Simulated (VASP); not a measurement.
# Cs (I4/mmm) in VASP: notebook

One crystal, Cs, is run at these levels: PBE; tasks: single point.

Everything below comes from runs of VASP 6.6.1. Logs are shortened: lines on timing, memory, paths and dates and some standing lists are left out, and cuts for length are marked.

## 1. The structure

It takes space group I4/mmm (No. 139, tetragonal). The conventional cell has a = 5.500 Å, b = 5.500 Å, c = 8.194 Å, α = 90.00°, β = 90.00°, γ = 90.00°.

This isn't the form of Cs at room conditions, which is bcc.

## 2. Single point, PBE

File INCAR:

```
PREC = Accurate
ENCUT = 450
EDIFF = 1E-5
ISMEAR = 1
SIGMA = 0.15
LREAL = False
LASPH = True
NELM = 100
ALGO = Normal
ISIF = 2
LWAVE = False
LCHARG = False
GGA = PE
NBANDS = 10
ADDGRID = False
```

File KPOINTS:

```
regular mesh
0
Gamma
  5 5 5
```

File POSCAR:

```
Cs
1.0
   -2.6528630000      2.7200140000      3.9488130000
    2.8833600000     -2.6988260000      4.0893020000
    2.7318000000      2.7777640000     -3.9345920000
Cs
1
Direct
    0.0073440000      0.0133040000      0.0001460000
```

Potentials or basis: VASP PAW PBE potentials, release 64 (Cs_sv).

Started as:

```sh
$ cat potpaw_PBE.64/Cs_sv/POTCAR > POTCAR
$ mpirun -np 1 vasp_std > vasp.out
```

OUTCAR:

```text
PREC = Accurate
   ENCUT = 450
   EDIFF = 1E-5
   ISMEAR = 1
   LREAL = False
   LASPH = True
   NELM = 100
   ISIF = 2
   GGA = PE

 Found     63 irreducible k-points:

 Following reciprocal coordinates:
            Coordinates               Weight
  0.000000  0.000000  0.000000      1.000000
  0.200000 -0.000000  0.000000      2.000000
  0.400000 -0.000000  0.000000      2.000000
  0.000000  0.200000  0.000000      2.000000
  0.200000  0.200000  0.000000      2.000000
  0.400000  0.200000  0.000000      2.000000
   k-points           NKPTS =     63   k-points in BZ     NKDIM =     63   number of bands    NBANDS=     10
   number of dos      NEDOS =    301   number of ions     NIONS =      1
   total plane-waves  NPLWV =  64000
   dimension x,y,z NGX =    40 NGY =   40 NGZ =   40
   dimension x,y,z NGXF=    80 NGYF=   80 NGZF=   80
   ions per type =               1
   NGX,Y,Z   is equivalent  to a cutoff of  12.13, 11.70, 12.01 a.u.
   NGXF,Y,Z  is equivalent  to a cutoff of  24.27, 23.39, 24.02 a.u.
 SYSTEM =  unknown system
   PREC   = accura    normal or accurate (medium, high low for compatibility)
   ISTART =      0    job   : 0-new  1-cont  2-samecut
   ICHARG =      2    charge: 1-file 2-atom 10-const
   ISPIN  =      1    spin polarized calculation?
   LNONCOLLINEAR =      F non collinear calculations
   LSORBIT =      F    spin-orbit coupling
   LASPH  =      T    aspherical Exc in radial PAW
   ENCUT  =  450.0 eV  33.07 Ry    5.75 a.u.   9.48  9.83  9.58*2*pi/ulx,y,z
   NELM   =    100;   NELMIN=  2; NELMDL= -5     # of ELM steps
   EDIFF  = 0.1E-04   stopping-criterion for ELM
   LREAL  =      F    real-space projection
   EDIFFG = 0.1E-03   stopping-criterion for IOM
   NSW    =      0    number of steps for IOM
   IBRION =     -1    ionic relax: 0-MD 1-quasi-New 2-CG
   NFREE  =      0    steps in history (QN), initial steepest desc. (CG)
   ISIF   =      2    stress and relaxation
   ISYM   =      2    0-nonsym 1-usesym 2-fastsym
   POTIM  = 0.5000    time-step for ionic-motion
   TEBEG  =    0.0;   TEEND  =   0.0 temperature during run
   PSTRESS=    0.0 pullay stress
   NELECT =       9.0000    total number of electrons
   NUPDOWN=      -1.0000    fix difference up-down
   EMIN   =  10.00;   EMAX   =-10.00  energy-range for DOS
   EFERMI =   0.00;   METHOD = LEGACY
   ISMEAR =     1;   SIGMA  =   0.15  broadening in eV -4-tet -1-fermi 0-gaus
   EFERMI_NEDOS =   21; number of points for ismear=-14 and -15
   IALGO  =     38    algorithm
   IMIX   =      4    mixing-type and parameters
     AMIX     =   0.40;   BMIX     =  1.00
     AMIX_MAG =   1.60;   BMIX_MAG =  1.00
  volume/ion in A,a.u.               =     123.95       836.44
  Fermi-wavevector in a.u.,A,eV,Ry     =   0.682981  1.290648  6.346621  0.466464
  Thomas-Fermi vector in A             =   1.762213
   LORBIT       =      0    0 simple, 1 ext, 2 COOP (PROOUT), +10 PAW based schemes
   GGA     = PE    functional components
   LHFCALC =     F    Hartree Fock is set to
   AEXX    =    0.0000 exact exchange contribution
   IVDW    =     0    specifies the selected vdW correction
   LEPSILON=     F    determine dielectric tensor
   LRPA    =     F    only Hartree local field effects (RPA)
 non-spin polarized calculation
 Methfessel and Paxton  Order N= 1 SIGMA  =   0.15
  energy-cutoff  :      450.00
  volume of cell :      123.95
 maximum number of plane-waves:      2710
 NGX is ok and might be reduce to    40

 number of electron       9.0000000 magnetization

 Free energy of the ion-electron system (eV)
  ---------------------------------------------------
  ext. energy  EPLUGINS =         0.00000000
  ---------------------------------------------------
  free energy    TOTEN  =        -0.86912786 eV

  energy without entropy =       -0.87069225  energy(sigma->0) =       -0.86964932

 E-fermi :   0.3359     XC(G=0):  -5.2232

 val. band max:        0.2860189300   @ k =   0.0000   0.0000   0.4000
 cond. band min:       0.3545140696   @ k =  -0.4000   0.4000  -0.0000
 fundamental gap:      0.0684951396
 Fermi energy:         0.3359150371

 k-point     1 :       0.0000    0.0000    0.0000
  band No.  band energies     occupation
      1     -23.6306      2.00000
      2     -10.3878      2.00000
      3     -10.3832      2.00000
      4     -10.3824      2.00000
      5      -1.3299      2.00000
      6       2.4850     -0.00000
      7       2.7441     -0.00000
      8       2.7971     -0.00000
      9       3.6036      0.00000
     10       3.7880      0.00000

 k-point     2 :       0.2000   -0.0000    0.0000
  band No.  band energies     occupation
      1     -23.6290      2.00000
      2     -10.4220      2.00000
      3     -10.3905      2.00000
      4     -10.3897      2.00000
      5      -0.9493      2.00000
      6       2.1093     -0.00000
      7       2.6652     -0.00000
      8       2.8779     -0.00000
      9       3.4943      0.00000
     10       3.5451      0.00000

 k-point     3 :       0.4000   -0.0000    0.0000
  band No.  band energies     occupation
      1     -23.6265      2.00000
      2     -10.4832      2.00000
      3     -10.4017      2.00000
      4     -10.3946      2.00000
      5      -0.0293      2.00308
      6       1.2605     -0.00000
      7       2.5074     -0.00000
      8       2.6605     -0.00000
      9       3.9883      0.00000
     10       4.2723      0.00000

 k-point     4 :       0.0000    0.2000    0.0000
  band No.  band energies     occupation
      1     -23.6295      2.00000
      2     -10.4198      2.00000
      3     -10.3876      2.00000
      4     -10.3854      2.00000
      5      -0.9806      2.00000
      6       1.9696     -0.00000
      7       2.7879     -0.00000
      8       2.8438     -0.00000
      9       3.5857      0.00000
     10       3.6692      0.00000

 k-point     5 :       0.2000    0.2000    0.0000
  band No.  band energies     occupation
      1     -23.6277      2.00000
      2     -10.4384      2.00000
      3     -10.4151      2.00000
      4     -10.3941      2.00000
      5      -0.4360      2.00000
      6       1.7767     -0.00000
      7       2.1480     -0.00000
      8       3.0375     -0.00000
      9       3.2763     -0.00000
     10       4.1945      0.00000

 k-point     6 :       0.4000    0.2000    0.0000
  band No.  band energies     occupation
      1     -23.6257      2.00000
      2     -10.4798      2.00000
      3     -10.4193      2.00000
      4     -10.4073      2.00000
      5       0.5081     -0.06892
      6       1.1007     -0.00000
      7       1.9572     -0.00000
      8       2.8751     -0.00000
      9       3.6674      0.00000
     10       4.1913      0.00000

 [... further k-points ...]

------------------------ aborting loop because EDIFF is reached ----------------------------------------

  FORCE on cell =-STRESS in cart. coord.  units (eV):
  Direction    XX          YY          ZZ          XY          YZ          ZX
  --------------------------------------------------------------------------------------
  -------------------------------------------------------------------------------------
  Total       -0.1370199     -0.0622842     -0.1051223     -0.0020460     -0.0037556     -0.0899935
  in kB       -1.7711428     -0.8050969     -1.3588290     -0.0264475     -0.0485453     -1.1632720
  external PRESSURE =      -1.3116895 kB  Pullay stress =       0.0000000 kB

 VOLUME and BASIS-vectors are now :
 -----------------------------------------------------------------------------
  energy-cutoff  :      450.00
  volume of cell :      123.95
      direct lattice vectors                 reciprocal lattice vectors
    -2.652863000  2.720014000  3.948813000    -0.005972949  0.181656419  0.124099719
     2.883360000 -2.698826000  4.089302000     0.174839185 -0.002819191  0.119401107
     2.731800000  2.777764000 -3.934592000     0.175719406  0.179382947 -0.005511685

 POSITION                                       TOTAL-FORCE (eV/Angst)
 -----------------------------------------------------------------------------------
      0.01928     -0.01552      0.08283        -0.000000     -0.000000      0.000000
 -----------------------------------------------------------------------------------
    total drift:                               -0.000001      0.000003     -0.000002

  FREE ENERGIE OF THE ION-ELECTRON SYSTEM (eV)
  ---------------------------------------------------
  free  energy   TOTEN  =        -0.8691278597 eV

  energy  without entropy=       -0.8706922515  energy(sigma->0) =       -0.86964932
```

It took 24 s on 1 thread of Intel Xeon Platinum 8488C (Sapphire Rapids), shared host; peak memory 0.25 GiB.

The run converged, but some of its settings lie outside the range that counts as converged, so its numbers aren't taken as properties of the crystal.

Results:

```yaml
Free_energy: -0.8691 eV
Pressure: -0.1 GPa
Band_gap_on_the_k_mesh: none (metal or under the smearing width)
```

## 3. Single point, PBE

This run uses another cell than the first one, of the same volume but with other edges.

Edit INCAR of step 2 so:

```diff
@@ -2,3 +2,3 @@
 ENCUT = 450
-EDIFF = 1E-5
+EDIFF = 1E-6
 ISMEAR = 1
@@ -14,2 +14,2 @@
 NBANDS = 10
-ADDGRID = False
+ADDGRID = True
```

KPOINTS is that of step 2.

File POSCAR:

```
Cs
1.0
   -2.7500754600      2.7500754600      4.0972389800
    2.7500754600     -2.7500754600      4.0972389800
    2.7500754600      2.7500754600     -4.0972389800
Cs
1
Direct
    0.0000000000      0.0000000000      0.0000000000
```

Potentials or basis: VASP PAW PBE potentials, release 64 (Cs_sv).

Started as:

```sh
$ cat potpaw_PBE.64/Cs_sv/POTCAR > POTCAR
$ mpirun -np 1 vasp_std > vasp.out
```

Wall time 15 s (1 thread of Intel Xeon Platinum 8488C (Sapphire Rapids), shared host); peak memory 0.35 GiB.

The run converged, but some of its settings lie outside the range that counts as converged, so its numbers aren't taken as properties of the crystal.

Results:

| Item | Value |
| --- | --- |
| Free energy | -0.8716 eV |
| Pressure | -0.1 GPa |
| Band gap on the k mesh | none (metal or under the smearing width) |

(Part 1 of 2 ends here.)
